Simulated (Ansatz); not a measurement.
The calculation used DFT PBE, scalar-relativistic, plane waves, PAW (Ansatz 0.2.0). Settings: cutoff 420 eV, Γ-centred meshes spaced at most about 0.3 Å⁻¹, and about 0.25 Å⁻¹ or finer for metals (2π included), Gaussian smearing. No spin polarisation in the final relaxations.

Temperature and zero-point effects are left out. Both are relaxed sheets, periodic along a and b.

Compare these two cells of Be, each relaxed at this level.

A.

```cif
data_structure
_symmetry_space_group_name_H-M 'P 1'
_symmetry_Int_Tables_number 1
_cell_length_a 2.1314
_cell_length_b 2.1314
_cell_length_c 23.8000
_cell_angle_alpha 90.000
_cell_angle_beta 90.000
_cell_angle_gamma 120.001
_cell_volume 93.63
loop_
_atom_site_label
_atom_site_type_symbol
_atom_site_fract_x
_atom_site_fract_y
_atom_site_fract_z
_atom_site_occupancy
Be1 Be 0.50000 0.50000 0.29412 1
```

B.

```cif
data_structure
_symmetry_space_group_name_H-M 'P 1'
_symmetry_Int_Tables_number 1
_cell_length_a 2.1301
_cell_length_b 2.1301
_cell_length_c 28.4877
_cell_angle_alpha 90.000
_cell_angle_beta 90.000
_cell_angle_gamma 120.000
_cell_volume 111.94
loop_
_atom_site_label
_atom_site_type_symbol
_atom_site_fract_x
_atom_site_fract_y
_atom_site_fract_z
_atom_site_occupancy
Be1 Be 0.00000 0.00000 0.32391 1
Be2 Be 0.00000 0.00000 0.23773 1
```

Question: Which would you expect to be lower, and how large is the difference?

Answer: B is lower, by 188 meV/atom. A has layer group p6/mmm (No. 80), 3.9 Å²/atom and no gap on its mesh; B has layer group p6/mmm (No. 80), 2.0 Å²/atom and no gap. Counting all near atoms (those within 1.25 times the shortest distance at each site; a plus sign parts nearer from farther groups), A has Be 6 and B has Be 6+1. Both come from invented guesses.

Cells relaxed within their symmetry can be saddle points.
